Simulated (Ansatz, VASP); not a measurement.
## Cu: VASP beside Ansatz

The input INCAR:

```
PREC = Accurate
ENCUT = 520
EDIFF = 1E-6
ISMEAR = -1
SIGMA = 0.05
LREAL = False
LASPH = True
NELM = 60
ALGO = Normal
ISIF = 2
LWAVE = False
LCHARG = False
GGA = PE
NBANDS = 30
```

File KPOINTS:

```
regular mesh
0
Gamma
  12 12 4
```

Contents of POSCAR:

```
Cu
1.0
    2.4965603200      0.0000000000      0.0000000000
   -1.2482801600      2.1620846592      0.0000000000
    0.0000000000      0.0000000000      8.1501552425
Cu
4
Direct
    0.6666666667      0.3333333333      0.7500000000
    0.0000000000      0.0000000000      0.5000000000
    0.3333333333      0.6666666667      0.2500000000
    0.0000000000      0.0000000000      0.0000000000
```

input.yaml

```yaml
crystal:
  lattice:
    - [2.49656032, 0.0, 0.0]
    - [-1.24828016, 2.1620846592, 0.0]
    - [0.0, 0.0, 8.1501552425]
  atoms:
    - { symbol: Cu, position: [0.6666666667, 0.3333333333, 0.75] }
    - { symbol: Cu, position: [0.0, 0.0, 0.5] }
    - { symbol: Cu, position: [0.3333333333, 0.6666666667, 0.25] }
    - { symbol: Cu, position: [0.0, 0.0, 0.0] }
hamiltonian:
  xc: pbe
  pseudopotentials: { kind: paw }
kpoints:
  mp_grid: { grid: [12, 12, 4] }
scf:
  occupations: { method: fermi_dirac, width: 0.05 }
output:
  forces: true
  stress: true
  eigenvalues: true
```

This isn't the form of Cu at room conditions, which is fcc.

Alike in both runs: task single point; functional PBE; k mesh 12 × 12 × 4; occupations fermi-dirac, width 0.05 eV; no spin polarisation.

```csv
,VASP,Ansatz
version,VASP 6.6.1,Ansatz 0.2.0
potentials or method,"VASP PAW PBE potentials, release 64 (Cu)",Ansatz PAW
plane-wave cutoff (eV),520,420
valence electrons in the cell,44,76
```

Ansatz gave:

| Property | Result |
| --- | --- |
| gap on the k mesh at the Fermi level (eV) | none |
| pressure (GPa) | 14.7 |
| largest component of the traceless stress (GPa) | 0.33 |

Q: Estimate VASP's values.

A: gap on the k mesh at the Fermi level (eV): none; pressure (GPa): 15.2; largest component of the traceless stress (GPa): 0.36.

A gap of «none» marks a metal or a gap that the smearing closes. The functional is the same, so the differences come from potentials, cutoffs and numerics. The two sets of potentials don't hold the same shells in valence.

Caveats: so large a pressure means that the cell lies far from this level's equilibrium, or that cutoff or potentials fall short (VASP).
